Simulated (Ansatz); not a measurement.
Isolated molecules relaxed with PBE0-D4/def2-TZVP in Ansatz; ΔE leaves out vibrations. CCSD(T)/CBS is the MP2 limit (def2-TZVPP, def2-QZVPP) plus CCSD(T) − MP2 in def2-TZVPP, frozen cores. Functionals use def2-TZVPP. B3LYP here is the variant with VWN-RPA as its local correlation; programs differ in this. For Ge outer-core shells are correlated without core-valence functions, which leaves a few kJ/mol of doubt a bond. Scalar relativity is left out up to krypton. One conformer a species, not always the lowest.

`CCCC(=O)O` + `[F][GeH]` → `C[CH2][Ge][F]` + `CC(=O)O`  (formal exchange of groups at a C–C bond)

(1) Is it downhill or uphill in electronic energy at CCSD(T)/CBS, and by how much? (An estimate is asked.)

(2) What do these levels give: PBE-D4, B3LYP-D4, ωB97X-V, PBE0, HF/def2-TZVPP, MP2/def2-TZVPP, SCS-MP2/def2-TZVPP, CCSD(T)/def2-TZVPP, HF/def2-QZVPP, HF/CBS(def2), MP2/CBS(def2), CCSD/CBS(def2)? (Estimate.)

Largest T1 diagnostic among the species: 0.015.

## Answers

(1) Computed: Downhill: ΔE = -42.2 kJ/mol.

(2) Computed: PBE-D4 -43.2, B3LYP-D4 -40.5, ωB97X-V -35.9, PBE0 -42.1, HF/def2-TZVPP -31.9, MP2/def2-TZVPP -41.8, SCS-MP2/def2-TZVPP -38.2, CCSD(T)/def2-TZVPP -37.7, HF/def2-QZVPP -31.2, HF/CBS(def2) -31.1, MP2/CBS(def2) -46.4, CCSD/CBS(def2) -41.3 kJ/mol.

In def2-TZVPP, CCSD(T) changes the Hartree–Fock value by −5.8 kJ/mol (the triples alone add −0.9 kJ/mol) and MP2 by −9.9 kJ/mol. From PBE to PBE0 (25 % exact exchange), in def2-TZVPP and without D4, ΔE moves by +3.1 kJ/mol.
